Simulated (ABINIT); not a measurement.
**LiF (Griceite): G0W0 in ABINIT against the bands in the self-energy**

How does the gap of LiF (Griceite) converge in the bands in the self-energy?

Calculated with ABINIT 10.8.3; LDA and many-body steps on it, plane waves.

## Step 1: The structure

The structure is cubic, space group Fm-3m (No. 225). The conventional cell has a = 4.028 Å, b = 4.028 Å, c = 4.028 Å, α = 90.00°, β = 90.00°, γ = 90.00°. Nearest to Li lie 6 F at 2.01 Å. F has 6 Li at 2.01 Å nearest. Farther neighbours and most contacts between anions are not listed.

Structure file:

```cif
data_structure
_symmetry_space_group_name_H-M 'Fm-3m'
_symmetry_Int_Tables_number 225
_cell_length_a 4.0280
_cell_length_b 4.0280
_cell_length_c 4.0280
_cell_angle_alpha 90.000
_cell_angle_beta 90.000
_cell_angle_gamma 90.000
_cell_volume 65.35
loop_
_atom_site_label
_atom_site_type_symbol
_atom_site_symmetry_multiplicity
_atom_site_Wyckoff_symbol
_atom_site_fract_x
_atom_site_fract_y
_atom_site_fract_z
_atom_site_occupancy
Li1 Li 4 a 0.00000 0.00000 0.00000 1
F1 F 4 b 0.50000 0.00000 0.00000 1
```

The cell and positions come from the Crystallography Open Database and are kept as given unless a step says otherwise.

## Step 2: Screening, 6×6×6 mesh, 53 bands, screening to 217.7 eV

This step: ABINIT 10.8.3; RPA screening on LDA, plane waves, norm-conserving pseudopotentials.

The RPA dielectric matrix is built and inverted for each q.

Input file run.abi:

```
acell 3*1.0 Angstrom
rprim 
  0.000000000000 2.014000000000 2.014000000000
  2.014000000000 0.000000000000 2.014000000000
  2.014000000000 2.014000000000 -0.000000000000
ntypat 2
znucl 3 9
natom 2
typat 1 2
xred 
  0.000000000000 0.000000000000 0.000000000000
  0.500000000000 0.500000000000 0.500000000000
pp_dirpath "pseudos"
pseudos "Li.upf, F.upf"
ecut 36
ngkpt 6 6 6
nshiftk 1
shiftk 0 0 0
kptopt 1
chksymbreak 0
istwfk *1
occopt 1
irdwfk 1
optdriver 3
nband 53
ecuteps 8
inclvkb 2
awtr 1
symchi 1
indata_prefix "in"
outdata_prefix "out"
tmpdata_prefix "tmp"
```

Command:

```sh
OMP_NUM_THREADS=1 mpirun -n 4 abinit run.abi > log
```

What it wrote:

```text
.Version 10.8.3 of ABINIT. v10.8.2 released Aug 2026.

 Symmetries : space group Fm -3 m (#225); Bravais cF (face-center cubic)
[... echo of the input left out ...]
== DATASET  1 ==================================================================
-   mpi_nproc: 4, omp_nthreads: 1 (-1 if OMP is not activated)

--- !DatasetInfo
iteration_state: {dtset: 1, }
dimensions: {natom: 2, nkpt: 16, mband: 53, nsppol: 1, nspinor: 1, nspden: 1, mpw: 1158, }
cutoff_energies: {ecut:  36.0, pawecutdg:  -1.0, }
electrons: {nelect:   1.00000000E+01, charge:   0.00000000E+00, occopt:   1.00000000E+00, tsmear:   1.00000000E-02, }

 SCREENING: Calculation of the susceptibility and dielectric matrices

 Based on a program developped by R.W. Godby, V. Olevano, G. Onida, and L. Reining.
 Incorporated in ABINIT by V. Olevano, G.-M. Rignanese, and M. Torrent.
.Using double precision arithmetic ; gwpc =  8

[... cell and pseudopotentials left out ...]
--------------------------------------------------------------------------------

 ==== K-mesh for the wavefunctions ====
 Number of points in the irreducible wedge :    16
[... list of points left out ...]
 Together with 48 symmetry operations and time-reversal symmetry
 yields   216 points in the full Brillouin Zone.

 ==== Q-mesh for the screening function ====
 Number of points in the irreducible wedge :    16
[... list of points left out ...]
 Together with 48 symmetry operations and time-reversal symmetry
 yields   216 points in the full Brillouin Zone.

 setmesh: FFT mesh size selected  =    24x   24x   24
          total number of points  =        13824

 vcoul_init : cutoff-mode = AUXILIARY_FUNCTION
 q-points for optical limit:   1
     1)      0.000010    0.000020    0.000030

- screening: taking advantage of time-reversal symmetry
- Maximum band index for partially occupied states nbvw = 5
- Remaining bands to be divided among processors   nbcw = 48
- Number of bands treated by each node ~12

 Number of electrons calculated from density =   10.0000; Expected =   10.0000
 average of density, n =  0.090697
 r_s =    1.3807
 omega_plasma =   29.0505 [eV]

 calculating chi0 at frequencies [eV] :
  1    0.000000E+00    0.000000E+00
  2    0.000000E+00    2.905047E+01

--------------------------------------------------------------------------------
  q-point number  1        q = ( 0.000000, 0.000000, 0.000000) [r.l.u.]
--------------------------------------------------------------------------------
[... chi0 elements left out ...]
 For q-point:  0.000010 0.000020 0.000030
  dielectric constant =   2.0224
  dielectric constant without local fields =   2.1334

  Average fulfillment of the sum rule on Im[epsilon] for q-point    1 :     64.23  [%]
[... wings left out ...]
  q-point number  2        q = ( 0.166667, 0.000000, 0.000000) [r.l.u.]
--------------------------------------------------------------------------------
[... chi0 elements left out ...]
  Average fulfillment of the sum rule on Im[epsilon] for q-point    2 :     83.29  [%]

 [... 14 further q-points ...]
```

The job ended after 24 s (4 MPI ranks of Arm Neoverse V1, shared host; peak memory 0.56 GiB).

This step gave:

- ε∞ with local fields, on this mesh, along the program's q direction: 2.022
- the same without local fields: 2.133
- plasma frequency: 29.05 eV
- plane waves in the screening matrix: 113

Local fields lower ε∞ by 5 %.

## Step 3: 13 bands

This step: G0W0 on LDA, plane waves, norm-conserving pseudopotentials.

Edit run.abi of step 2 so:

```diff
@@ -23,8 +23,15 @@
 irdwfk 1
-optdriver 3
-nband 53
+optdriver 4
+nband 13
+gwcalctyp 0
+ecutsigx 36
+symsigma 1
+nkptgw 1
+kptgw 
+  0.0000000000 0.0000000000 0.0000000000
+bdgw 
+  3 9
 ecuteps 8
-inclvkb 2
-awtr 1
-symchi 1
+irdscr 1
+ppmodel 1
 indata_prefix "in"
```

What it wrote:

```text
.Version 10.8.3 of ABINIT. v10.8.2 released Aug 2026.

 Symmetries : space group Fm -3 m (#225); Bravais cF (face-center cubic)
[... echo of the input left out ...]
== DATASET  1 ==================================================================
-   mpi_nproc: 4, omp_nthreads: 1 (-1 if OMP is not activated)

--- !DatasetInfo
iteration_state: {dtset: 1, }
dimensions: {natom: 2, nkpt: 16, mband: 13, nsppol: 1, nspinor: 1, nspden: 1, mpw: 1158, }
cutoff_energies: {ecut:  36.0, pawecutdg:  -1.0, }
electrons: {nelect:   1.00000000E+01, charge:   0.00000000E+00, occopt:   1.00000000E+00, tsmear:   1.00000000E-02, }

 SIGMA: Calculation of the GW corrections

 Based on a program developped by R.W. Godby, V. Olevano, G. Onida, and L. Reining.
 Incorporated in ABINIT by V. Olevano, G.-M. Rignanese, and M. Torrent.
.Using double precision arithmetic ; gwpc =  8

[... cell and pseudopotentials left out ...]
--------------------------------------------------------------------------------

 ==== K-mesh for the wavefunctions ====
 Number of points in the irreducible wedge :    16
[... list of points left out ...]
 Together with 48 symmetry operations and time-reversal symmetry
 yields   216 points in the full Brillouin Zone.

 ==== Q-mesh for screening function ====
 Number of points in the irreducible wedge :    16
[... list of points left out ...]
 Together with 48 symmetry operations and time-reversal symmetry
 yields   216 points in the full Brillouin Zone.

 vcoul_init : cutoff-mode = AUXILIARY_FUNCTION
 q-points for optical limit:   1
     1)      0.000010    0.000020    0.000030
 setmesh: FFT mesh size selected  =    30x   30x   30
          total number of points  =        27000

 Number of electrons calculated from density =   10.0000; Expected =   10.0000
 average of density, n =  0.090697
 r_s =    1.3807
 omega_plasma =   29.0505 [eV]

 === KS Band Gaps ===
  >>>> For spin  1
   Minimum direct gap =   8.8641 [eV], located at k-point      :   0.0000  0.0000  0.0000
   Fundamental gap    =   8.8641 [eV], Top of valence bands at :   0.0000  0.0000  0.0000
                                       Bottom of conduction at :   0.0000  0.0000  0.0000
 SIGMA fundamental parameters:
 PLASMON POLE MODEL  1
 number of plane-waves for SigmaX                 1139
 number of plane-waves for SigmaC and W            113
 number of plane-waves for wavefunctions          1139
 number of bands                                    13
 number of independent spin polarizations            1
 number of spinorial components                      1
 number of k-points in IBZ                          16
 number of q-points in IBZ                          16
 number of symmetry operations                      48
 number of k-points in BZ                          216
 number of q-points in BZ                          216
 number of frequencies for dSigma/dE                 9
 frequency step for dSigma/dE [eV]                0.25
 number of omega for Sigma on real axis              0
 max omega for Sigma on real axis  [eV]           0.00
 zcut for avoiding poles [eV]                     0.10

 EPSILON^-1 parameters (SCR file):
 dimension of the eps^-1 matrix on file            113
 dimension of the eps^-1 matrix used               113
 number of plane-waves for wavefunctions          1139
 number of bands                                    53
 number of q-points in IBZ                          16
 number of frequencies                               2
 number of real frequencies                          1
 number of imag frequencies                          1

 matrix elements of self-energy operator (all in [eV])

 Perturbative Calculation

--- !SelfEnergy_ee
iteration_state: {dtset: 1, }
kpoint     : [   0.000,    0.000,    0.000, ]
spin       : 1
KS_gap     :    8.864
QP_gap     :   13.285
Delta_QP_KS:    4.421
data: !SigmaeeData |
     Band     E0 <VxcDFT>   SigX SigC(E0)      Z dSigC/dE  Sig(E)    E-E0       E
        3  -1.366 -22.703 -30.606   5.545   0.830  -0.205 -24.660  -1.956  -3.322
        4  -1.366 -22.703 -30.606   5.545   0.830  -0.205 -24.660  -1.956  -3.322
        5  -1.366 -22.703 -30.606   5.545   0.830  -0.205 -24.660  -1.956  -3.322
        6   7.499 -12.219  -6.791  -2.663   0.892  -0.122  -9.754   2.465   9.963
        7  22.133 -10.804  -3.125  -3.239   0.884  -0.131  -6.878   3.926  26.059
        8  22.133 -10.804  -3.125  -3.239   0.884  -0.131  -6.878   3.926  26.059
        9  22.133 -10.804  -3.125  -3.239   0.884  -0.131  -6.878   3.926  26.059

== END DATASET(S) ==============================================================
================================================================================

 -outvars: echo values of variables after computation  --------
           etotal      0.0000000000E+00
            nband          13
             nkpt          16
          spgroup         225
 [... the other variables as echoed above ...]

 Calculation completed.
```

Elapsed: 2.4 s, on 4 MPI ranks; peak memory 0.13 GiB.

This step gave:

* G0W0 gap on the points computed: 13.29 eV
* starting gap on the mesh: 8.864 eV
* k of the valence top: 0, 0, 0
* k of the conduction bottom: 0, 0, 0
* Z at the valence top: 0.83
* Z at the conduction bottom: 0.892
* least direct G0W0 gap on the computed points: 13.29 eV

## Step 4: 17 bands

The self-energy is evaluated for the states that the input lists, and the levels follow from it, in one-shot runs by the linearised quasiparticle equation.

Edit run.abi of step 3 so:

```diff
@@ -24,3 +24,3 @@
 optdriver 4
-nband 13
+nband 17
 gwcalctyp 0
```

What it wrote:

```text
.Version 10.8.3 of ABINIT. v10.8.2 released Aug 2026.

 Symmetries : space group Fm -3 m (#225); Bravais cF (face-center cubic)
[... echo of the input left out ...]
== DATASET  1 ==================================================================
-   mpi_nproc: 4, omp_nthreads: 1 (-1 if OMP is not activated)

--- !DatasetInfo
iteration_state: {dtset: 1, }
dimensions: {natom: 2, nkpt: 16, mband: 17, nsppol: 1, nspinor: 1, nspden: 1, mpw: 1158, }
cutoff_energies: {ecut:  36.0, pawecutdg:  -1.0, }
electrons: {nelect:   1.00000000E+01, charge:   0.00000000E+00, occopt:   1.00000000E+00, tsmear:   1.00000000E-02, }

 SIGMA: Calculation of the GW corrections

 Based on a program developped by R.W. Godby, V. Olevano, G. Onida, and L. Reining.
 Incorporated in ABINIT by V. Olevano, G.-M. Rignanese, and M. Torrent.
.Using double precision arithmetic ; gwpc =  8

[... cell and pseudopotentials left out ...]
--------------------------------------------------------------------------------

 ==== K-mesh for the wavefunctions ====
 Number of points in the irreducible wedge :    16
[... list of points left out ...]
 Together with 48 symmetry operations and time-reversal symmetry
 yields   216 points in the full Brillouin Zone.

 ==== Q-mesh for screening function ====
 Number of points in the irreducible wedge :    16
[... list of points left out ...]
 Together with 48 symmetry operations and time-reversal symmetry
 yields   216 points in the full Brillouin Zone.

 vcoul_init : cutoff-mode = AUXILIARY_FUNCTION
 q-points for optical limit:   1
     1)      0.000010    0.000020    0.000030
 setmesh: FFT mesh size selected  =    30x   30x   30
          total number of points  =        27000

 Number of electrons calculated from density =   10.0000; Expected =   10.0000
[...]
number of q-points in BZ                          216
 number of frequencies for dSigma/dE                 9
 frequency step for dSigma/dE [eV]                0.25
 number of omega for Sigma on real axis              0
 max omega for Sigma on real axis  [eV]           0.00
 zcut for avoiding poles [eV]                     0.10

 EPSILON^-1 parameters (SCR file):
 dimension of the eps^-1 matrix on file            113
 dimension of the eps^-1 matrix used               113
 number of plane-waves for wavefunctions          1139
 number of bands                                    53
 number of q-points in IBZ                          16
 number of frequencies                               2
 number of real frequencies                          1
 number of imag frequencies                          1

 matrix elements of self-energy operator (all in [eV])

 Perturbative Calculation

--- !SelfEnergy_ee
iteration_state: {dtset: 1, }
kpoint     : [   0.000,    0.000,    0.000, ]
spin       : 1
KS_gap     :    8.864
QP_gap     :   13.340
Delta_QP_KS:    4.476
data: !SigmaeeData |
     Band     E0 <VxcDFT>   SigX SigC(E0)      Z dSigC/dE  Sig(E)    E-E0       E
        3  -1.366 -22.703 -30.606   5.336   0.828  -0.207 -24.830  -2.126  -3.492
        4  -1.366 -22.703 -30.606   5.336   0.828  -0.207 -24.830  -2.126  -3.492
        5  -1.366 -22.703 -30.606   5.336   0.828  -0.207 -24.830  -2.126  -3.492
        6   7.499 -12.219  -6.791  -2.788   0.890  -0.123  -9.869   2.349   9.848
        7  22.133 -10.804  -3.125  -3.583   0.879  -0.138  -7.206   3.598  25.732
        8  22.133 -10.804  -3.125  -3.583   0.879  -0.138  -7.206   3.598  25.732
        9  22.133 -10.804  -3.125  -3.583   0.879  -0.138  -7.206   3.598  25.732

== END DATASET(S) ==============================================================
================================================================================

 -outvars: echo values of variables after computation  --------
           etotal      0.0000000000E+00
            nband          17
             nkpt          16
          spgroup         225
 [... the other variables as echoed above ...]

 Calculation completed.
```

The job ended after 2.4 s (4 MPI ranks; peak memory 0.13 GiB; 9.4 s of CPU time).

This step gave:

```yaml
g0w0_gap_on_the_points_computed: 13.34 eV
starting_gap_on_the_mesh: 8.864 eV
k_of_the_valence_top: 0, 0, 0
k_of_the_conduction_bottom: 0, 0, 0
z_at_the_valence_top: 0.828
z_at_the_conduction_bottom: 0.89
least_direct_g0w0_gap_on_the_computed_points: 13.34 eV
```

The gap on the mesh goes from 8.86 eV to 13.34 eV, a correction of +4.48 eV.

## Step 5: 33 bands

Edit run.abi of step 4 so:

```diff
@@ -24,3 +24,3 @@
 optdriver 4
-nband 17
+nband 33
 gwcalctyp 0
```

What it wrote:

```text
.Version 10.8.3 of ABINIT. v10.8.2 released Aug 2026.

 Symmetries : space group Fm -3 m (#225); Bravais cF (face-center cubic)
[... echo of the input left out ...]
== DATASET  1 ==================================================================
-   mpi_nproc: 4, omp_nthreads: 1 (-1 if OMP is not activated)

--- !DatasetInfo
iteration_state: {dtset: 1, }
dimensions: {natom: 2, nkpt: 16, mband: 33, nsppol: 1, nspinor: 1, nspden: 1, mpw: 1158, }
cutoff_energies: {ecut:  36.0, pawecutdg:  -1.0, }
[...]
7  22.133 -10.804  -3.125  -3.976   0.874  -0.144  -7.566   3.238  25.371
        8  22.133 -10.804  -3.125  -3.976   0.874  -0.144  -7.566   3.238  25.371
        9  22.133 -10.804  -3.125  -3.976   0.874  -0.144  -7.566   3.238  25.371

== END DATASET(S) ==============================================================
================================================================================

 -outvars: echo values of variables after computation  --------
           etotal      0.0000000000E+00
            nband          33
             nkpt          16
          spgroup         225
 [... the other variables as echoed above ...]

 Calculation completed.
```

It took 2.8 s on 4 MPI ranks; peak memory 0.13 GiB.

Numbers from this step:

```
G0W0 gap on the points computed              : 13.49 eV
starting gap on the mesh                     : 8.864 eV
k of the valence top                         : 0, 0, 0
k of the conduction bottom                   : 0, 0, 0
least direct G0W0 gap on the computed points : 13.49 eV
```

Against the run before, the gap moves by +0.155 eV.

## Step 6: 53 bands

Edit run.abi of step 5 so:

```diff
@@ -24,3 +24,3 @@
 optdriver 4
-nband 33
+nband 53
 gwcalctyp 0
```

What it wrote:

```text
.Version 10.8.3 of ABINIT. v10.8.2 released Aug 2026.

 Symmetries : space group Fm -3 m (#225); Bravais cF (face-center cubic)
[... echo of the input left out ...]
== DATASET  1 ==================================================================
-   mpi_nproc: 4, omp_nthreads: 1 (-1 if OMP is not activated)

--- !DatasetInfo
iteration_state: {dtset: 1, }
dimensions: {natom: 2, nkpt: 16, mband: 53, nsppol: 1, nspinor: 1, nspden: 1, mpw: 1158, }
cutoff_energies: {ecut:  36.0, pawecutdg:  -1.0, }
[...]
7  22.133 -10.804  -3.125  -4.114   0.874  -0.145  -7.690   3.114  25.248
        8  22.133 -10.804  -3.125  -4.114   0.874  -0.145  -7.690   3.114  25.248
        9  22.133 -10.804  -3.125  -4.114   0.874  -0.145  -7.690   3.114  25.248

== END DATASET(S) ==============================================================
================================================================================

 -outvars: echo values of variables after computation  --------
           etotal      0.0000000000E+00
            nband          53
             nkpt          16
          spgroup         225
 [... the other variables as echoed above ...]

 Calculation completed.
```

Run time: 3.3 s. Hardware: 4 MPI ranks; peak memory 0.54 GiB; 13 s of CPU time.

This step gave:

* G0W0 gap on the points computed: 13.58 eV
* starting gap on the mesh: 8.864 eV
* k of the valence top: 0, 0, 0
* k of the conduction bottom: 0, 0, 0
* least direct G0W0 gap on the computed points: 13.58 eV

Against the run before, the gap moves by +0.090 eV.

## Step 7: Side by side

Times are wall times on 4 MPI ranks of Arm Neoverse V1, shared host, good to a factor of about two. A run's time includes the screening step that it read.

```tsv
run	mesh	bands	screening cutoff (eV)	DFT gap (eV)	gap on the mesh (eV)	direct (eV)	ε∞ used	time
13 bands	6×6×6	13	217.7	8.864	13.285	13.285	2.02	26 s
17 bands	6×6×6	17	217.7	8.864	13.340	13.340	2.02	26 s
33 bands	6×6×6	33	217.7	8.864	13.495	13.495	2.02	26 s
53 bands	6×6×6	53	217.7	8.864	13.585	13.585	2.02	27 s
```

## Step 8: What came out

| Quantity | Value |
| --- | --- |
| 13 bands | 13.285 eV |
| 17 bands | 13.340 eV |
| 33 bands | 13.495 eV |
| 53 bands | 13.585 eV |
| known limits | not at the basis limit |

**Reading.** The setting moved: bands in the self-energy. From 13 bands to 53 bands the gap moves by +0.30 eV. The last step still moves it by +0.090 eV. Bands and screening cutoff are coupled, so a series along one setting does not show full convergence. Bands and cutoff are finite, so the gap is not at the basis limit. The miss can reach some tenths of an eV and take either sign; the mesh is an error of its own. In the G0W0 runs levels were corrected at 1 k point alone, so a gap called «on the mesh» is the least over those, and an edge elsewhere would be missed.

[Paths, hosts, dates, memory and timing lines, banners, echoed tables and standing remarks are left out of the program output.]

[Logs are printed without paths, hosts, clocks, repeated set-up lines and the standing remarks that a program may print on its own settings, such as how far it seeks lower states.]

[Runs of the session that timed out or met a known fault of the program may be left out.]

[Hosts, paths, dates, database ids (printed as entryN), source tags and the programs' standing remarks are cut or masked in the printed files.]

[G0W0 gaps are taken among the corrected bands and points alone; a level outside them can change the order at an edge.]

[Where Ansatz stands beside ABINIT at settings called matched, ABINIT's density can come from a denser mesh and the files from another edition; pairs whose starting gaps differed by over 0.03 eV were left out, so agreement reads better than it is.]
